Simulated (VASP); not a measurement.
# MgSn2N2 (P-3m1) in VASP: relaxation of cell and atoms with PBE

Aim: the relaxation of cell and atoms of MgSn2N2 with PBE.

All numbers are computed with VASP 6.6.1; they aren't measurements. Logs are shortened: lines on timing, memory, paths and dates and some standing lists are left out, and cuts for length are marked.

### Step 1. The crystal as given

It takes space group P-3m1 (No. 164, trigonal). Conventional cell: a = 3.600 Å, b = 3.600 Å, c = 7.900 Å, α = 90.00°, β = 90.00°, γ = 120.00°. Around Mg (site symmetry -3m) lie 6 N at 2.47 Å. Sn (site symmetry 3m) is surrounded by 3 N at 2.56 Å. Around N (site symmetry 3m) lie 3 Mg at 2.47 Å and 3 Sn at 2.56 Å.

The cell was built by a generator and needn't be a form met in nature.

### Step 2. Relaxation of cell and atoms, PBE

File INCAR:

```
SYSTEM = MgSn2N2
PREC = Normal
ENCUT = 520
EDIFF = 1E-4
ISMEAR = 0
SIGMA = 0.15
LREAL = .False.
LASPH = .True.
NELM = 60
ALGO = Fast
ISIF = 3
LWAVE = .False.
LCHARG = .False.
GGA = PE
IBRION = 2
NSW = 24
EDIFFG = -0.08
```

File KPOINTS:

```
Automatic mesh
0
Gamma
  5 5 2
  0 0 0
```

File POSCAR:

```
MgSn2N2
1.0
    3.6000000000      0.0000000000      0.0000000000
   -1.8000000000      3.1176914500      0.0000000000
    0.0000000000      0.0000000000      7.9000000000
Mg Sn N
1 2 2
Direct
    0.0000000000      0.0000000000      0.0000000000
    0.6666666700      0.3333333300      0.3600000000
    0.3333333300      0.6666666700      0.6400000000
    0.6666666700      0.3333333300      0.8300000000
    0.3333333300      0.6666666700      0.1700000000
```

Potentials or basis: VASP PAW PBE potentials, release 64 (Mg, Sn_d, N).

Started as:

```bash
$ cat potpaw_PBE.64/Mg/POTCAR potpaw_PBE.64/Sn_d/POTCAR potpaw_PBE.64/N/POTCAR > POTCAR
$ mpirun -np 1 vasp_std > vasp.out
```

OUTCAR:

```text
SYSTEM = MgSn2N2
   PREC = Normal
   ENCUT = 520
   EDIFF = 1E-4
   ISMEAR = 0
   LREAL = .False.
   LASPH = .True.
   NELM = 60
   ISIF = 3
   GGA = PE
   IBRION = 2
   NSW = 24
   EDIFFG = -0.08

 ion  position               nearest neighbor table
   1  0.000  0.000  0.000-   4 2.47   5 2.47   5 2.47   4 2.47   4 2.47   5 2.47   2 3.52   3 3.52
                             3 3.52   2 3.52   3 3.52   2 3.52
   2  0.667  0.333  0.360-   5 2.56   5 2.56   5 2.56   3 3.04   3 3.04   3 3.04   1 3.52   1 3.52
                             1 3.52
   3  0.333  0.667  0.640-   4 2.56   4 2.56   4 2.56   2 3.04   2 3.04   2 3.04   1 3.52   1 3.52
                             1 3.52
   4  0.667  0.333  0.830-   1 2.47   1 2.47   1 2.47   3 2.56   3 2.56   3 2.56
   5  0.333  0.667  0.170-   1 2.47   1 2.47   1 2.47   2 2.56   2 2.56   2 2.56

  LATTYP: Found a hexagonal cell.
 ALAT       =     3.6000000000
 C/A-ratio  =     2.1944444444

  Lattice vectors:

 A1 = (   3.6000000000,   0.0000000000,   0.0000000000)
 A2 = (  -1.8000000000,   3.1176914500,   0.0000000000)
 A3 = (   0.0000000000,   0.0000000000,   7.9000000000)

Analysis of symmetry for initial positions (statically):
=====================================================================
 Subroutine PRICEL returns:
 Original cell was already a primitive cell.

 Routine SETGRP: Setting up the symmetry group for a
 hexagonal supercell.

 Subroutine GETGRP returns: Found 12 space group operations
 (whereof 12 operations were pure point group operations)
 out of a pool of 24 trial point group operations.

The static configuration has the point symmetry D_3d.

Analysis of symmetry for dynamics (positions and initial velocities):
=====================================================================
 Subroutine PRICEL returns:
 Original cell was already a primitive cell.

 Routine SETGRP: Setting up the symmetry group for a
 hexagonal supercell.

 Subroutine GETGRP returns: Found 12 space group operations
 (whereof 12 operations were pure point group operations)
 out of a pool of 24 trial point group operations.

The dynamic configuration has the point symmetry D_3d.

 Subroutine INISYM returns: Found 12 space group operations
 (whereof 12 operations are pure point group operations),
 and found     1 'primitive' translations

----------------------------------------------------------------------------------------

                                     Primitive cell

  volume of cell :      88.6671

  direct lattice vectors                    reciprocal lattice vectors
     3.600000000  0.000000000  0.000000000     0.277777778  0.160375075  0.000000000
    -1.800000000  3.117691450  0.000000000     0.000000000  0.320750150  0.000000000
     0.000000000  0.000000000  7.900000000     0.000000000  0.000000000  0.126582278

  length of vectors
     3.600000000  3.599999997  7.900000000     0.320750150  0.320750150  0.126582278

  position of ions in fractional coordinates (direct lattice)
     0.000000000  0.000000000  0.000000000
     0.666666670  0.333333330  0.360000000
     0.333333330  0.666666670  0.640000000
     0.666666670  0.333333330  0.830000000
     0.333333330  0.666666670  0.170000000

  ion indices of the primitive-cell ions
   primitive index   ion index
                 1           1
                 2           2
                 3           3
                 4           4
                 5           5

----------------------------------------------------------------------------------------

 KPOINTS: Automatic mesh

Automatic generation of k-mesh.
 Grid dimensions read from file:
 generate k-points for:    5    5    2

 Generating k-lattice:

  Cartesian coordinates                     Fractional coordinates (reciprocal lattice)
     0.055555556  0.032075015  0.000000000     0.200000000  0.000000000  0.000000000
     0.000000000  0.064150030  0.000000000     0.000000000  0.200000000  0.000000000
     0.000000000  0.000000000  0.063291139     0.000000000  0.000000000  0.500000000

  Length of vectors
     0.064150030  0.064150030  0.063291139

  Shift w.r.t. Gamma in fractional coordinates (k-lattice)
     0.000000000  0.000000000  0.000000000

 Subroutine IBZKPT returns following result:
 ===========================================

 Found     10 irreducible k-points:

 Following reciprocal coordinates:
            Coordinates               Weight
  0.000000  0.000000  0.000000      1.000000
  0.200000  0.000000  0.000000      6.000000
  0.400000 -0.000000  0.000000      6.000000
  0.200000  0.200000  0.000000      6.000000
  0.400000  0.200000  0.000000      6.000000
  0.000000  0.000000  0.500000      1.000000
  0.200000  0.000000  0.500000      6.000000
  0.400000 -0.000000  0.500000      6.000000
  0.200000  0.200000  0.500000      6.000000
  0.400000  0.200000  0.500000      6.000000
   k-points           NKPTS =     10   k-points in BZ     NKDIM =     10   number of bands    NBANDS=     24
   number of dos      NEDOS =    301   number of ions     NIONS =      5
   total plane-waves  NPLWV =  19200
   dimension x,y,z NGX =    20 NGY =   20 NGZ =   48
   dimension x,y,z NGXF=    40 NGYF=   40 NGZF=   96
   ions per type =               1   2   2
   NGX,Y,Z   is equivalent  to a cutoff of   9.24,  9.24, 10.10 a.u.
   NGXF,Y,Z  is equivalent  to a cutoff of  18.47, 18.47, 20.20 a.u.
 SYSTEM =  MgSn2N2
   PREC   = normal    normal or accurate (medium, high low for compatibility)
   ISTART =      0    job   : 0-new  1-cont  2-samecut
   ICHARG =      2    charge: 1-file 2-atom 10-const
   ISPIN  =      1    spin polarized calculation?
   LNONCOLLINEAR =      F non collinear calculations
   LSORBIT =      F    spin-orbit coupling
   LASPH  =      T    aspherical Exc in radial PAW
   ENCUT  =  520.0 eV  38.22 Ry    6.18 a.u.   6.69  6.69 14.69*2*pi/ulx,y,z
   NELM   =     60;   NELMIN=  2; NELMDL= -5     # of ELM steps
   EDIFF  = 0.1E-03   stopping-criterion for ELM
   LREAL  =      F    real-space projection
   EDIFFG = -.8E-01   stopping-criterion for IOM
   NSW    =     24    number of steps for IOM
   IBRION =      2    ionic relax: 0-MD 1-quasi-New 2-CG
   NFREE  =      1    steps in history (QN), initial steepest desc. (CG)
   ISIF   =      3    stress and relaxation
   ISYM   =      2    0-nonsym 1-usesym 2-fastsym
   POTIM  = 0.5000    time-step for ionic-motion
   TEBEG  =    0.0;   TEEND  =   0.0 temperature during run
   PSTRESS=    0.0 pullay stress
   NELECT =      40.0000    total number of electrons
   NUPDOWN=      -1.0000    fix difference up-down
   EMIN   =  10.00;   EMAX   =-10.00  energy-range for DOS
   EFERMI =   0.00;   METHOD = LEGACY
   ISMEAR =     0;   SIGMA  =   0.15  broadening in eV -4-tet -1-fermi 0-gaus
   EFERMI_NEDOS =   21; number of points for ismear=-14 and -15
   IALGO  =     68    algorithm
   IMIX   =      4    mixing-type and parameters
     AMIX     =   0.40;   BMIX     =  1.00
     AMIX_MAG =   1.60;   BMIX_MAG =  1.00
  volume/ion in A,a.u.               =      17.73       119.67
  Fermi-wavevector in a.u.,A,eV,Ry     =   1.255569  2.372681 21.448952  1.576454
  Thomas-Fermi vector in A             =   2.389319
   LORBIT       =      0    0 simple, 1 ext, 2 COOP (PROOUT), +10 PAW based schemes
   GGA     = PE    functional components
   LHFCALC =     F    Hartree Fock is set to
   AEXX    =    0.0000 exact exchange contribution
   IVDW    =     0    specifies the selected vdW correction
   LEPSILON=     F    determine dielectric tensor
   LRPA    =     F    only Hartree local field effects (RPA)
 conjugate gradient relaxation of ions
 non-spin polarized calculation
 RMM-DIIS sequential band-by-band and
 Gauss-broadening in eV      SIGMA  =   0.15
  energy-cutoff  :      520.00
  volume of cell :       88.67
 maximum number of plane-waves:      2430
   NGX = 13   NGY = 13   NGZ = 29

--------------------------------------- Ionic step        1  -------------------------------------------

 number of electron      39.9999996 magnetization

 Free energy of the ion-electron system (eV)
  ---------------------------------------------------
  ext. energy  EPLUGINS =         0.00000000
  ---------------------------------------------------
  free energy    TOTEN  =       -24.37820977 eV

  energy without entropy =      -24.35131776  energy(sigma->0) =      -24.36476376

------------------------ aborting loop because EDIFF is reached ----------------------------------------

  FORCE on cell =-STRESS in cart. coord.  units (eV):
  Direction    XX          YY          ZZ          XY          YZ          ZX
  --------------------------------------------------------------------------------------
  -------------------------------------------------------------------------------------
  Total       -7.8282250     -7.8282250     -5.0958051      0.0000000     -0.0000000      0.0000000
  in kB     -141.4526734   -141.4526731    -92.0790162      0.0000000     -0.0000000      0.0000000
  external PRESSURE =    -124.9947875 kB  Pullay stress =       0.0000000 kB
[... 98 lines left out ...]
  FREE ENERGIE OF THE ION-ELECTRON SYSTEM (eV)
  ---------------------------------------------------
  free  energy   TOTEN  =       -25.8313492037 eV

  energy  without entropy=      -25.8188452242  energy(sigma->0) =      -25.82509721

[... ionic steps 4 to 20 ...]

--------------------------------------- Ionic step       21  -------------------------------------------

 number of electron      40.0000014 magnetization

------------------------ aborting loop because EDIFF is reached ----------------------------------------

  FORCE on cell =-STRESS in cart. coord.  units (eV):
  Direction    XX          YY          ZZ          XY          YZ          ZX
  --------------------------------------------------------------------------------------
  -------------------------------------------------------------------------------------
  Total       -0.1318255     -0.1318255      0.0753825      0.0000000     -0.0000000      0.0000000
  in kB       -2.6417371     -2.6417371      1.5106385      0.0000000     -0.0000000      0.0000000
  external PRESSURE =      -1.2576119 kB  Pullay stress =       0.0000000 kB
[... 63 lines left out ...]
  energy  without entropy=      -26.4761567552  energy(sigma->0) =      -26.47616117

--------------------------------------- Ionic step       23  -------------------------------------------

 number of electron      40.0000016 magnetization

 Free energy of the ion-electron system (eV)
  ---------------------------------------------------
  ext. energy  EPLUGINS =         0.00000000
  ---------------------------------------------------
  free energy    TOTEN  =       -26.47717107 eV

  energy without entropy =      -26.47716198  energy(sigma->0) =      -26.47716652

 E-fermi :   7.4633     XC(G=0): -10.6409

 val. band max:        7.0891846353   @ k =   0.0000   0.0000   0.0000
 cond. band min:       7.8790629862   @ k =   0.4000  -0.0000   0.5000
 fundamental gap:      0.7898783509
 Fermi energy:         7.4632538276

 k-point     1 :       0.0000    0.0000    0.0000
  band No.  band energies     occupation
      1     -14.1285      2.00000
      2     -14.1285      2.00000
      3     -14.1274      2.00000
      4     -14.1274      2.00000
      5     -14.0501      2.00000
      6     -14.0408      2.00000
[... 291 lines left out ...]
  FREE ENERGIE OF THE ION-ELECTRON SYSTEM (eV)
  ---------------------------------------------------
  free  energy   TOTEN  =       -26.4771710669 eV

  energy  without entropy=      -26.4771619752  energy(sigma->0) =      -26.47716652

 reached required accuracy - stopping structural energy minimisation
```

It took 90 s on 1 thread of Intel Xeon 6975P-C (Granite Rapids), shared host; peak memory 0.16 GiB.

Results:

```yaml
Free_energy: -26.4772 eV
Relaxed_volume: 15.95 Å³/atom
Relaxed_cell: a = 3.257 Å, b = 3.257 Å, c = 8.680 Å, α = 90.00°, β = 90.00°, γ = 120.00°
Space_group_after_relaxing_to_0.05_Å: P-3m1 (No. 164)
Energy_gained_by_relaxing: 419.8 meV/atom
Ionic_steps: 23
Pressure_after_relaxing: 0.2 GPa
Largest_force_after_relaxing: 0.078 eV/Å
Band_gap_on_the_k_mesh: 0.79 eV, indirect (least direct gap 1.24 eV)
```

Forces on the atoms (eV/Å):
```
Mg   0.000  0.000  0.000
Sn   0.000  0.000 -0.078
Sn   0.000  0.000  0.078
N    0.000  0.000  0.072
N    0.000  0.000 -0.072
```

Step by step:
```tsv
step	energy change (eV)	largest force (eV/Å)	pressure (GPa)	volume (Å³)
1	0.0000	3.3529	-12.50	88.67
2	-1.4479	0.7288	4.92	72.05
3	-1.4531	0.9611	3.52	72.70
4	-1.7429	0.5779	3.15	74.05
5	-1.9435	0.9102	2.84	75.80
6	-1.9508	1.0155	3.15	76.20
7	-1.9811	0.9994	-5.19	81.38
8	-2.0167	0.5664	-1.52	79.16
9	-2.0683	0.2271	-0.87	79.07
10	-2.0717	0.1018	-0.98	79.04
11	-2.0789	0.0792	2.12	77.58
12	-2.0797	0.0726	0.51	77.98
13	-2.0797	0.0735	1.21	77.87
14	-2.0851	0.1474	1.04	77.98
15	-2.0851	0.1665	0.96	77.99
16	-2.0909	0.1764	0.39	78.84
17	-2.0920	0.2092	-0.77	80.32
18	-2.0949	0.1218	-1.01	80.52
19	-2.0948	0.1212	-0.95	80.52
20	-2.0980	0.1459	0.52	79.89
21	-2.0979	0.1471	-0.13	79.95
22	-2.0980	0.1510	-0.21	79.91
23	-2.0990	0.0778	0.16	79.77
```

Final structure:
```xyz
5
Lattice="3.2575 0.0000 0.0000 -1.6287 2.8211 0.0000 0.0000 0.0000 8.6804" Properties=species:S:1:pos:R:3 pbc="T T T"
Mg    0.0000    0.0000    0.0000
Sn    1.6287    0.9404    2.6252
Sn    0.0000    1.8807    6.0552
N     1.6287    0.9404    7.3556
N     0.0000    1.8807    1.3247
```

Levels at points of the mesh, in eV from the valence-band top:
```
           k point  band 16  band 17  band 18  band 19  band 20  band 21  band 22  band 23  band 24
(0.00, 0.00, 0.00)    -1.40    -1.40    -1.13    -1.13     0.00     1.24     3.17     7.97     7.97
(0.00, 0.00, 0.50)    -1.66    -1.40    -1.40    -1.13    -1.13     2.08     3.16     7.78     7.78
```

Caveat: spin-orbit coupling is left out, which moves the levels of the heavy elements; an odd mesh through Γ misses points on the zone boundary, where band edges often lie; the relaxation stopped at a loose force limit of 0.08 eV/Å, so its end isn't a converged minimum. A hybrid or GW would open this gap; PBE tends to underestimate it.
